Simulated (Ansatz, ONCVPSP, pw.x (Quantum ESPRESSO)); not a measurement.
Cr (Z = 24): one change to the ONCV potential, in the atom and in the diamond crystal

Cr, optimised norm-conserving Vanderbilt (ONCV), made with ONCVPSP 4.0.1.1 (patched build) (PBE, scalar-relativistic). Core [Ne], reference 3s2 3p6 3d5 4s0.75 4p0.25. Waves: 3s+4s: rc 1.65 bohr, ncon 3, nbas 6, qcut 6.1 1/bohr, 2 projectors; 3p+4p: rc 1.50 bohr, ncon 4, nbas 7, qcut 7.1 1/bohr, 2 projectors; 3d: rc 1.90 bohr, ncon 3, nbas 8, qcut 7.7 1/bohr, 1 projector. Local part: polynomial inside 1.45 bohr (lpopt 1, dvloc0 3 Ha). Core correction: Teter function, fcfact 4.75, rcfact 1.4.

Change: d: qcut 8.3.

Cutoffs, loose and tight: the cutoffs (Ha) at which the residual kinetic energy of the hardest occupied pseudo-wave falls to 1 and 0.1 mHa per electron. They do not see the model core or the augmentation charge, which bear on the density cutoff. Test errors are all-electron minus pseudo excitation energies from the reference, over the configurations 3s2 3p6 3d5 4s1 4p0; 3s2 3p6 3d5 4s0 4p0; 3s2 3p6 3d4 4s0 4p0; 3s2 3p6 3d2 4s0 4p0; variants that change the core or the reference have their own tests.

Crystal test: diamond Cr in pw.x 7.5, no spin, 9³ k-points, Fermi–Dirac smearing 0.01 Ry, cutoffs set for each file from its atomic test. The reference is all-electron LAPW (Ansatz 0.2.0) with the same functional, mesh and smearing; V0 and B0 come from Birch–Murnaghan fits to the pressures at five volumes. Errors are pseudo minus all-electron; Δ is the rms difference of the E(V) curves that follow from these fits, minima aligned, over ±6 % about the mean V0. Mesh and smearing are coarse, so the numbers serve the comparison and aren't converged zero-temperature values; the lattice is a test structure that the element need not adopt. Spin polarisation and strong correlation are left out, which matters for this element.

All-electron: a0 = 5.105 Å (V0 = 16.63 Å³/atom), B0 = 100.6 GPa.

Task: Does the change bring the crystal closer to the all-electron result?

Result: The mean pressure error goes from +2.25 to +2.10 GPa, a small move against the size of the error.

```tsv
quantity	base	changed
outcome (atom)	generated	generated
cutoff, loose (atom)	23 Ha	26 Ha
cutoff, tight (atom)	36 Ha	36 Ha
bound ghosts (atom)	none	none
largest test error (meV) (atom)	+5.0 over the solved tests; 2 of 4 tests not solved or not reliable	+4.2 over the solved tests; 2 of 4 tests not solved or not reliable
cutoffs in pw.x (Ry)	85/340	85/340
a0 (Å)	5.142	5.139
a0 error (%)	+0.72	+0.67
B0 error (%)	-0.3	-0.1
Δ (meV/atom)	7.9	7.4
mean pressure error (GPa)	+2.25	+2.10
```

Base: This is a poor potential for the solid. Atomic configuration tests: 2 of 4 tests not solved or not reliable. Changed file: This is a poor potential for the solid. Atomic configuration tests: 2 of 4 tests not solved or not reliable.
